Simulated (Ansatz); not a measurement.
Here is an Ansatz 0.2.0 calculation.

File input.yaml:

```yaml
crystal:
  lattice:
    - [3.66050052, 0.0, 0.0]
    - [0.0, 3.66050052, 0.0]
    - [0.0, 0.0, 3.66050052]
  atoms:
    - { symbol: Ge, position: [0.0, 0.0, 0.0] }
    - { symbol: Fe, position: [0.5, 0.0, 0.5], spin: 4.5 }
    - { symbol: Fe, position: [0.5, 0.5, 0.0], spin: 4.5 }
    - { symbol: Fe, position: [0.0, 0.5, 0.5], spin: 4.5 }
hamiltonian:
  xc: pbesol
  pseudopotentials: { kind: paw }
magnetization:
  spin_polarized: true
kpoints:
  mp_grid: { grid: [7, 7, 7] }
scf:
  occupations: { method: fermi_dirac, width: 0.05 }
output:
  forces: true
  stress: true
  eigenvalues: true
```

Potentials or basis: Ansatz PAW.

The run is started by

```sh
$ ansatz run input.yaml --threads 2 --pin off --max-ram 5632MiB --backend cpu --events-out ev --progress --plain --runs-dir out
```

Predict the absolute moment.

6.89 μB per cell.

What does it give for the band gap on the k mesh?

None (metal or under the smearing width).

Estimate the site moments.

Ge -0.12; Fe +2.20 μB.
